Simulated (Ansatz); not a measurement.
Computed with Ansatz, DFT PBE, scalar-relativistic, plane waves, PAW. All cells share a 420 eV cutoff and Γ-centred k meshes spaced at most about 0.3 Å⁻¹ (about 0.25 or finer for metals, 2π included). No spin polarisation.

Temperature and zero-point effects are left out.

Two relaxed structures of Sn2Te:

A. Space group P-3m1 (No. 164), trigonal, a = 4.521 Å, c = 16.110 Å. Sn on its first site has 3 Sn at 2.98 Å and 3 Sn at 3.17 Å; Sn on its second site is surrounded by 3 Sn at 3.17 Å and 3 Te at 3.19 Å; around Sn on its third site lie 6 Te at 3.20 Å and 12 Sn at 4.52 Å; around Te on a site of symmetry 3m lie 6 Sn at 3.19–3.20 Å; Te on a site of symmetry -3m is surrounded by 6 Sn at 3.20 Å.

B. Space group P-3m1 (No. 164), trigonal, a = 4.300 Å, c = 5.789 Å. Sn is surrounded by 3 Sn at 3.12 Å and 3 Te at 3.16 Å; Te has 6 Sn at 3.16 Å.

Question: Which form is favoured at zero pressure, and by what margin per atom?

Answer: A is lower, by 99 meV/atom. A has space group P-3m1 (No. 164), 31.7 Å³/atom and no gap on its mesh; B has the anti-cadmium iodide type, space group P-3m1 (No. 164), 30.9 Å³/atom and no gap. Counting Te atoms around Sn (those within 1.25 times the shortest such distance or 1.15 times the sum of covalent radii, 1.27 where that leaves under three; a plus sign parts nearer from farther groups; the shortest distance is added where it exceeds 1.18 times the sum of covalent radii; a slash parts the counts of unlike sites), A has Sn 3/3+1 from 4.5 Å/6 and B has Sn 3. Both come from invented guesses.

These runs have no spin–orbit coupling, which can matter for Te. Cells relaxed within their symmetry can be saddle points.
